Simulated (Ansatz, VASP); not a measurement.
**One calculation of SnH5, two programs**

```xyz
6
Lattice="4.0573 0.0000 0.0000 -2.0286 3.5137 0.0000 0.0000 0.0000 4.1366" Properties=species:S:1:pos:R:3 pbc="T T T"
Sn    0.0000    0.0000    2.0683
H     2.0286    1.1712    3.7525
H     0.0000    0.0000    0.0000
H     2.0286    1.1712    0.3840
H     0.0000    2.3425    0.3840
H     0.0000    2.3425    3.7525
```

Change from the starting cell: species swapped into the BaSn5 type (P6/mmm, No. 191).

Alike in both runs: functional PBE; k mesh 6 × 6 × 4; occupations gaussian, width 0.1 eV; no spin polarisation.

Ansatz relaxed the structure, and its values are those at the end. VASP's run is a single point on that final structure, the one shown.

|  | VASP | Ansatz |
| --- | --- | --- |
| version | VASP 6.6.1 | Ansatz 0.2.0 |
| potentials or method | VASP PAW PBE potentials, release 64 (Sn_d, H) | scalar-relativistic, plane waves, PAW |
| plane-wave cutoff (eV) | 520 | 420 |
| valence electrons in the cell | 19 | 19 |

VASP gave:

- gap on the k mesh at the Fermi level (eV): none
- pressure (GPa): -0.3
- rms of the force components (eV/Å): 0.003

Q: What did Ansatz give for the same quantities?

A: gap on the k mesh at the Fermi level (eV): none; pressure (GPa): 0.0; rms of the force components (eV/Å): 0.000.

A gap of «none» marks a metal or a gap that the smearing closes. The functional is the same, so the differences come from potentials, cutoffs and numerics.

Caveats: the k mesh is coarse (spacing up to 0.38 Å⁻¹), so the values aren't converged.
